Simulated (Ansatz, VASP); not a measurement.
# One calculation of FeSi2 (Linzhiite), two programs

```
CELL_PARAMETERS angstrom
2.65920 0.00000 0.00000
0.00000 2.65920 0.00000
0.00000 0.00000 5.06695
ATOMIC_POSITIONS crystal
Fe 0.00000 0.00000 0.00000
Si 0.50000 0.50000 0.27139
Si 0.50000 0.50000 0.72861
```

Alike in both runs: functional LDA; k mesh 16 × 16 × 8; occupations gaussian, width 0.1 eV; no spin polarisation.

Ansatz relaxed the structure, and its values are those at the end. VASP's run is a single point on that final structure, the one shown.

|  | VASP | Ansatz |
| --- | --- | --- |
| version | VASP 6.6.1 | Ansatz 0.2.0 |
| potentials or method | VASP PAW LDA potentials, release 64 (Fe, Si) | scalar-relativistic, plane waves, PAW |
| plane-wave cutoff (eV) | 520 | 420 |
| valence electrons in the cell | 16 | 24 |

|  | VASP | Ansatz | Ansatz less VASP |
| --- | --- | --- | --- |
| gap on the k mesh at the Fermi level (eV) | none | none | - |
| pressure (GPa) | 0.5 | 0.0 | -0.54 |
| rms of the force components (eV/Å) | 0.017 | 0.000 | -0.0164 |

A gap of «none» marks a metal or a gap that the smearing closes. The two sets of potentials don't hold the same shells in valence.

Spin polarisation is off, so any magnetic state and its effect on volume and gap are missing.
